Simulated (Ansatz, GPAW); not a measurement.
Zn: 3 runs at one level of theory

```
Zn
1.0
    -1.56904    1.56904    1.56904
     1.56904   -1.56904    1.56904
     1.56904    1.56904   -1.56904
Zn
1
Direct
  0.00000 0.00000 0.00000
```

This isn't the form of Zn at room conditions, which is hcp.

Alike in all runs: task single point; functional PBEsol; dispersion D3(BJ); k mesh 12 × 12 × 12; occupations methfessel-paxton, width 0.2 eV; no spin polarisation; no spin-orbit coupling. Pressure is positive in compression and, in plane waves, holds the error of the finite cutoff, which Ansatz's Pulay term estimates and takes out.

| program and potentials | plane-wave cutoff (eV) | notes | band gap (eV) | pressure (GPa) |
| --- | --- | --- | --- | --- |
| Ansatz, Ansatz PAW | 420 | potentials made for PBE, which Ansatz adapts in part; Pulay term of +0.08 GPa included | no gap | -9.02 |
| GPAW, PAW data sets generated for this functional | 600 | - | no gap | -9.25 |
| Ansatz, all-electron LAPW, scalar-relativistic | - | - | ? | ? |

Q: Estimate from the other rows what the run with Ansatz, all-electron LAPW, scalar-relativistic gave.

A: No band gap; pressure -9.00 GPa. The other rows, which needn't bracket it: pressure -9.25 to -9.02.
